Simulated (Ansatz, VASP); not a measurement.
## AlFe: VASP beside Ansatz

INCAR

```
SYSTEM = AlFe
ALGO     = Normal         ! electronic algorithm
EDIFF    = 1E-6           ! SCF threshold, eV
ENCUT    = 520            ! plane-wave cutoff, eV
GGA      = PE             ! functional
ISIF     = 2              ! what is computed and relaxed
ISMEAR   = 0              ! smearing method
ISPIN    = 2              ! spin polarisation
LASPH    = .TRUE.         ! aspherical terms in the spheres
LCHARG   = .FALSE.        ! write CHGCAR
LMAXMIX  = 4              ! l up to which the mixer works
LORBIT   = 11             ! projections on sites
LREAL    = .FALSE.        ! projectors in reciprocal space
LWAVE    = .FALSE.        ! write WAVECAR
MAGMOM   = 0 0.77         ! initial moments
NBANDS   = 16             ! bands
NELM     = 150            ! most SCF steps
PREC     = Accurate       ! precision mode
SIGMA    = 0.1            ! smearing width, eV
```

Contents of KPOINTS:

```
k-points
0
G
  14 14 14
  0 0 0
```

File POSCAR:

```
AlFe
1.0
    2.7853763977      0.0000000000      0.0000000000
    0.0000000000      2.7853763977      0.0000000000
    0.0000000000      0.0000000000      2.7853763977
Al Fe
1 1
Direct
    0.0000000000      0.0000000000      0.0000000000
    0.5000000000      0.5000000000      0.5000000000
```

Input for Ansatz:

```yaml
crystal:
  lattice:
    - [2.7853763977, 0.0, 0.0]
    - [0.0, 2.7853763977, 0.0]
    - [0.0, 0.0, 2.7853763977]
  atoms:
    - { symbol: Al, position: [0.0, 0.0, 0.0] }
    - { symbol: Fe, position: [0.5, 0.5, 0.5], spin: 0.77 }
basis:
  ecutwfc: 420
kpoints:
  mp_grid: { grid: [14, 14, 14] }
hamiltonian:
  xc: pbe
scf:
  occupations: { method: gaussian, width: 0.1 }
output:
  forces: true
  stress: true
  eigenvalues: true
  populations: true
magnetization:
  spin_polarized: true
```

Alike in both runs: task single point; functional PBE; k mesh 14 × 14 × 14; occupations gaussian, width 0.1 eV; collinear spin.

|  | VASP | Ansatz |
| --- | --- | --- |
| version | VASP 6.6.1 | Ansatz 0.2.0 |
| potentials or method | VASP PAW PBE potentials, release 64 (Al, Fe) | scalar-relativistic, plane waves, PAW |
| plane-wave cutoff (eV) | 520 | 420 |
| valence electrons in the cell | 11 | 19 |

|  | VASP | Ansatz | Ansatz less VASP |
| --- | --- | --- | --- |
| gap on the k mesh at the Fermi level (eV) | none | none | - |
| pressure (GPa) | 20.3 | 20.3 | -0.03 |
| net moment per atom (μB) | 0.32 | 0.32 | +0.001 |
| size of the moment on the site where the two differ most (μB) | 0.66 | 0.65 | -0.009 |

Site moments also hang on the region over which each program counts them. A gap of «none» marks a metal or a gap that the smearing closes. The two sets of potentials don't hold the same shells in valence.

Caveats: so large a pressure means that the cell lies far from this level's equilibrium, or that cutoff or potentials fall short (VASP).
